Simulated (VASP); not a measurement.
# InPd (Pmm2) in VASP: further runs

The runs below take InPd through single point, with PBE.

All numbers are computed with VASP 6.6.1; they aren't measurements. Logs are shortened: lines on timing, memory, paths and dates and some standing lists are left out, and cuts for length are marked.

**1. The cell of the first run**

Symmetry: Pmm2, No. 25, orthorhombic system. The conventional cell has a = 3.151 Å, b = 3.382 Å, c = 3.382 Å, α = 90.00°, β = 90.00°, γ = 90.00°. In (site symmetry mm2) is surrounded by 8 Pd at 2.80 to 2.93 Å and 2 In at 3.15 Å. Pd (site symmetry mm2) is surrounded by 8 In at 2.80 to 2.93 Å and 2 Pd at 3.15 Å.

The cell comes from a database or a generator and needn't be the stable form of this composition.

**2. Single point, PBE (mode 4 frozen in at -0.058 Å, strain +e along z and -e/2 along x and y -0.0467)**

Input file INCAR:

```
  PREC = Accurate
  ENCUT = 520
  EDIFF = 1E-6
  ISMEAR = 0
  SIGMA = 0.15
  LREAL = False
  LASPH = True
  NELM = 100
  ALGO = Fast
  ISIF = 2
  LWAVE = False
  LCHARG = False
  GGA = PE
  NBANDS = 18
```

Input file KPOINTS:

```
regular mesh
0
Gamma
  14 14 14
```

Input file POSCAR:

```
InPd
1.0
    3.3824415010      0.0000000000      0.0000000000
    0.0000000000      3.3824415010      0.0000000000
    0.0000000000      0.0000000000      3.1509077861
In Pd
1 1
Direct
   -0.0161521247      0.0000000000      0.0000000000
    0.5174267493      0.5000000000      0.5000000000
```

Potentials or basis: VASP PAW PBE potentials, release 64 (In_d, Pd).

Run with:

```
$ cat potpaw_PBE.64/In_d/POTCAR potpaw_PBE.64/Pd/POTCAR > POTCAR
$ mpirun -np 1 vasp_std > vasp.out
```

OUTCAR:

```text
PREC = Accurate
   ENCUT = 520
   EDIFF = 1E-6
   ISMEAR = 0
   LREAL = False
   LASPH = True
   NELM = 100
   ISIF = 2
   GGA = PE

 ion  position               nearest neighbor table
   1  0.984  0.000  0.000-   2 2.80   2 2.80   2 2.80   2 2.80   2 2.93   2 2.93   2 2.93   2 2.93

   2  0.517  0.500  0.500-   1 2.80   1 2.80   1 2.80   1 2.80   1 2.93   1 2.93   1 2.93   1 2.93

  LATTYP: Found a simple tetragonal cell.
 ALAT       =     3.3824415010
 C/A-ratio  =     0.9315483461

  Lattice vectors:

 A1 = (   3.3824415010,   0.0000000000,   0.0000000000)
 A2 = (   0.0000000000,   3.3824415010,   0.0000000000)
 A3 = (   0.0000000000,   0.0000000000,   3.1509077861)

Analysis of symmetry for initial positions (statically):
=====================================================================
 Subroutine PRICEL returns:
 Original cell was already a primitive cell.

 Routine SETGRP: Setting up the symmetry group for a
 simple tetragonal supercell.

 Subroutine GETGRP returns: Found  4 space group operations
 (whereof  4 operations were pure point group operations)
 out of a pool of 16 trial point group operations.

The static configuration has the point symmetry C_2v.

Analysis of symmetry for dynamics (positions and initial velocities):
=====================================================================
 Subroutine PRICEL returns:
 Original cell was already a primitive cell.

 Routine SETGRP: Setting up the symmetry group for a
 simple tetragonal supercell.

 Subroutine GETGRP returns: Found  4 space group operations
 (whereof  4 operations were pure point group operations)
 out of a pool of 16 trial point group operations.

The dynamic configuration has the point symmetry C_2v.

 Subroutine INISYM returns: Found  4 space group operations
 (whereof  4 operations are pure point group operations),
 and found     1 'primitive' translations

----------------------------------------------------------------------------------------

                                     Primitive cell

  volume of cell :      36.0493

  direct lattice vectors                    reciprocal lattice vectors
     3.382441501  0.000000000  0.000000000     0.295644433  0.000000000  0.000000000
     0.000000000  3.382441501  0.000000000     0.000000000  0.295644433  0.000000000
     0.000000000  0.000000000  3.150907786     0.000000000  0.000000000  0.317368856

  length of vectors
     3.382441501  3.382441501  3.150907786     0.295644433  0.295644433  0.317368856

[... 81 lines left out ...]
   LREAL  =      F    real-space projection
   EDIFFG = 0.1E-04   stopping-criterion for IOM
   NSW    =      0    number of steps for IOM
   IBRION =     -1    ionic relax: 0-MD 1-quasi-New 2-CG
   NFREE  =      0    steps in history (QN), initial steepest desc. (CG)
   ISIF   =      2    stress and relaxation
   ISYM   =      2    0-nonsym 1-usesym 2-fastsym
   POTIM  = 0.5000    time-step for ionic-motion
   TEBEG  =    0.0;   TEEND  =   0.0 temperature during run
   PSTRESS=    0.0 pullay stress
   NELECT =      23.0000    total number of electrons
   NUPDOWN=      -1.0000    fix difference up-down
   EMIN   =  10.00;   EMAX   =-10.00  energy-range for DOS
   EFERMI =   0.00;   METHOD = LEGACY
   ISMEAR =     0;   SIGMA  =   0.15  broadening in eV -4-tet -1-fermi 0-gaus
   EFERMI_NEDOS =   21; number of points for ismear=-14 and -15
   IALGO  =     68    algorithm
   IMIX   =      4    mixing-type and parameters
     AMIX     =   0.40;   BMIX     =  1.00
     AMIX_MAG =   1.60;   BMIX_MAG =  1.00
  volume/ion in A,a.u.               =      18.02       121.64
  Fermi-wavevector in a.u.,A,eV,Ry     =   1.409349  2.663284 27.024787  1.986266
  Thomas-Fermi vector in A             =   2.531414
   LORBIT       =      0    0 simple, 1 ext, 2 COOP (PROOUT), +10 PAW based schemes
   GGA     = PE    functional components
   LHFCALC =     F    Hartree Fock is set to
   AEXX    =    0.0000 exact exchange contribution
   IVDW    =     0    specifies the selected vdW correction
   LEPSILON=     F    determine dielectric tensor
   LRPA    =     F    only Hartree local field effects (RPA)
 non-spin polarized calculation
 RMM-DIIS sequential band-by-band and
 Gauss-broadening in eV      SIGMA  =   0.15
  energy-cutoff  :      520.00
  volume of cell :       36.05
 maximum number of plane-waves:       996
 NGX is ok and might be reduce to    28
   NGX = 13   NGY = 13   NGZ = 11

 number of electron      23.0000004 magnetization

 Free energy of the ion-electron system (eV)
  ---------------------------------------------------
  ext. energy  EPLUGINS =         0.00000000
  ---------------------------------------------------
  free energy    TOTEN  =        -8.71517962 eV

  energy without entropy =       -8.70597098  energy(sigma->0) =       -8.71057530

 E-fermi :  10.0941     XC(G=0): -12.0645

 val. band max:       10.0915902656   @ k =   0.4286   0.3571   0.4286
 cond. band min:      10.0978985946   @ k =  -0.2143   0.5000   0.5000
 fundamental gap:      0.0063083291
 Fermi energy:        10.0940793997

 k-point     1 :       0.0000    0.0000    0.0000
  band No.  band energies     occupation
      1      -4.9115      2.00000
      2      -4.7958      2.00000
      3      -4.4935      2.00000
      4      -4.4487      2.00000
      5      -4.4467      2.00000
      6       0.2191      2.00000
[... 481 lines left out ...]
      5      -4.4351      2.00000
      6       2.1209      2.00000
[... 10 lines left out ...]
     17      21.6377      0.00000
     18      23.9051      0.00000

 [... further k-points ...]

------------------------ aborting loop because EDIFF is reached ----------------------------------------

  FORCE on cell =-STRESS in cart. coord.  units (eV):
  Direction    XX          YY          ZZ          XY          YZ          ZX
  --------------------------------------------------------------------------------------
  -------------------------------------------------------------------------------------
  Total       -0.0506246      0.0562373      0.5941968      0.0000000      0.0000000      0.0000000
  in kB       -2.2499637      2.4994178     26.4085511      0.0000000      0.0000000      0.0000000
  external PRESSURE =       8.8860017 kB  Pullay stress =       0.0000000 kB

 VOLUME and BASIS-vectors are now :
 -----------------------------------------------------------------------------
  energy-cutoff  :      520.00
  volume of cell :       36.05
      direct lattice vectors                 reciprocal lattice vectors
     3.382441501  0.000000000  0.000000000     0.295644433  0.000000000  0.000000000
     0.000000000  3.382441501  0.000000000     0.000000000  0.295644433  0.000000000
     0.000000000  0.000000000  3.150907786     0.000000000  0.000000000  0.317368856

 POSITION                                       TOTAL-FORCE (eV/Angst)
 -----------------------------------------------------------------------------------
      3.32781      0.00000      0.00000         0.423263      0.000000      0.000000
      1.75017      1.69122      1.57545        -0.423263      0.000000      0.000000
 -----------------------------------------------------------------------------------
    total drift:                               -0.000297      0.000000      0.000001

  FREE ENERGIE OF THE ION-ELECTRON SYSTEM (eV)
  ---------------------------------------------------
  free  energy   TOTEN  =        -8.7151796226 eV

  energy  without entropy=       -8.7059709798  energy(sigma->0) =       -8.71057530
```

Run time: 3.6 min. Hardware: 1 thread of Intel Xeon Platinum 8559C (Emerald Rapids), shared host; peak memory 0.43 GiB.

What came out:

```
Free energy            : -8.7152 eV
Pressure               : 0.9 GPa
Largest force          : 0.423 eV/Å
Band gap on the k mesh : none (metal or under the smearing width)
```

Forces in eV/Å, atoms in the order of the input:
```
In   0.423  0.000  0.000
Pd  -0.423  0.000  0.000
```

Stress tensor (GPa, compression positive):
```
-0.22  0.00  0.00
 0.00  0.25  0.00
 0.00  0.00  2.64
```

**3. Single point, PBE (mode 4 frozen in at -0.038 Å, strain +e along z and -e/2 along x and y -0.0467)**

Input file INCAR:

```
SYSTEM = InPd
ALGO = Fast
EDIFF = 1E-6
ENCUT = 520
GGA = PE
ISIF = 2
ISMEAR = 0
LASPH = .True.
LCHARG = .True.
LELF = .True.
LREAL = .False.
LVHAR = .True.
LWAVE = .False.
NBANDS = 18
NELM = 100
PREC = Accurate
SIGMA = 0.15
```

Input file KPOINTS:

```
k-points
0
Gamma
  14 14 14
  0 0 0
```

Input file POSCAR:

```
InPd
1.0
    3.3824415010      0.0000000000      0.0000000000
    0.0000000000      3.3824415010      0.0000000000
    0.0000000000      0.0000000000      3.1509077861
In Pd
1 1
Direct
   -0.0107680832      0.0000000000      0.0000000000
    0.5116178329      0.5000000000      0.5000000000
```

Potentials or basis: VASP PAW PBE potentials, release 64 (In_d, Pd).

Run with:

```
$ cat potpaw_PBE.64/In_d/POTCAR potpaw_PBE.64/Pd/POTCAR > POTCAR
$ mpirun -np 1 vasp_std > vasp.out
```

Run time: 3.8 min. Hardware: 1 thread of Intel Xeon Platinum 8559C (Emerald Rapids), shared host; peak memory 0.43 GiB.

It converged, with:

```
Free energy            : -8.7285 eV
Pressure               : 0.6 GPa
Largest force          : 0.282 eV/Å
Band gap on the k mesh : none (metal or under the smearing width)
```

Forces in eV/Å, atoms in the order of the input:
```
In   0.282  0.000  0.000
Pd  -0.282  0.000  0.000
```

Stress tensor (GPa, compression positive):
```
-0.39  0.00  0.00
 0.00 -0.18  0.00
 0.00  0.00  2.26
```

Levels at points of the mesh, in eV from the Fermi level:
```csv
k point,band 9,band 10,band 11,band 12,band 13,band 14,band 15,band 16
"(0.00, 0.00, 0.00)",-2.37,-2.18,-2.18,3.50,3.53,5.49,8.48,9.89
"(0.50, 0.00, 0.00)",-3.33,-2.90,-2.24,-1.36,8.52,9.27,9.76,10.15
"(0.00, 0.50, 0.00)",-3.32,-2.90,-2.23,-1.37,8.37,9.47,9.67,10.18
"(0.50, 0.50, 0.00)",-2.48,-2.47,-2.45,-1.85,1.00,1.88,10.26,12.02
"(0.00, 0.00, 0.50)",-3.33,-3.31,-2.42,-0.68,8.96,9.18,9.69,10.06
"(0.50, 0.00, 0.50)",-2.67,-2.30,-1.94,-1.64,1.39,2.63,8.82,10.74
"(0.00, 0.50, 0.50)",-2.71,-2.29,-1.92,-1.64,1.39,2.64,8.83,10.75
"(0.50, 0.50, 0.50)",-1.78,-1.54,-0.18,3.48,3.64,3.76,3.96,4.51
```
